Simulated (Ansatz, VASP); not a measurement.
# One calculation of Ag, two programs

```
Ag
1.0
     0.00000    2.10020    2.10020
     2.10020    0.00000    2.10020
     2.10020    2.10020    0.00000
Ag
1
Direct
  0.00000 0.00000 0.00000
```

Alike in both runs: task single point; functional BLYP; k mesh 21 × 21 × 21; occupations fermi-dirac, width 0.1 eV; no spin polarisation.

```csv
,VASP,Ansatz
version,VASP 6.6.1,Ansatz 0.2.0
potentials or method,"VASP PAW PBE potentials, release 64 (Ag)","plane waves (420 eV) with PAW, scalar-relativistic"
plane-wave cutoff (eV),520,420
valence electrons in the cell,11,19
```

VASP gave:

| Property | Result |
| --- | --- |
| pressure (GPa) | 3.3 |

What did Ansatz give for the same quantities?

Pressure (GPa): 3.2.

The two sets of potentials don't hold the same shells in valence.

Caveats: the PAW data sets were made with another functional, which shifts forces and pressure a little (VASP).
